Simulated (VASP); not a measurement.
Here is a VASP 6.6.1 calculation.

Contents of POSCAR:

```
AlP
1.0
    0.0000000000      2.7392607946      2.7392607946
    2.7392607946      0.0000000000      2.7392607946
    2.7392607946      2.7392607946      0.0000000000
Al P
1 1
Direct
    0.0000000000      0.0000000000      0.0000000000
    0.2500000000      0.2500000000      0.2500000000
```

INCAR.step1

```
SYSTEM = AlP
  PREC = Accurate
  ENCUT = 520
  EDIFF = 1E-5
  ISMEAR = 0
  SIGMA = 0.01
  LREAL = .False.
  LASPH = .True.
  NELM = 100
  ALGO = Normal
  ISIF = 2
  LWAVE = .True.
  LCHARG = .False.
  NBANDS = 11
  GGA = PE
```

INCAR.step2

```
SYSTEM = AlP
  PREC = Accurate
  ENCUT = 520
  EDIFF = 1E-6
  ISMEAR = 0
  SIGMA = 0.01
  LREAL = .False.
  LASPH = .True.
  NELM = 100
  ALGO = Normal
  ISIF = 2
  LWAVE = .False.
  LCHARG = .False.
  GGA = PE
  LHFCALC = .True.
  HFSCREEN = 0.2079
  PRECFOCK = Normal
  NBANDS = 11
  ISTART = 1
```

Contents of KPOINTS:

```
Automatic mesh
0
Gamma
  4 4 4
  0 0 0
```

Potentials or basis: VASP PAW PBE potentials, release 64 (Al, P).

The run is started by

```bash
$ cat potpaw_PBE.64/Al/POTCAR potpaw_PBE.64/P/POTCAR > POTCAR
$ cp INCAR.step1 INCAR
$ mpirun -np 1 vasp_std > vasp.out
$ cp INCAR.step2 INCAR
$ mpirun -np 1 vasp_std > vasp.out
```

Task: Estimate the band gap on the k mesh.

Result: 2.30 eV, indirect (least direct gap 4.16 eV).

Task: What does it give for the pressure?

Result: 0.0 GPa.

Caveat: the k mesh is coarse (spacing up to 0.50 Å⁻¹), so the values aren't converged, least of all with exact exchange; the PAW data sets were made with another functional, which shifts forces and pressure a little. A k mesh can miss the band edges.
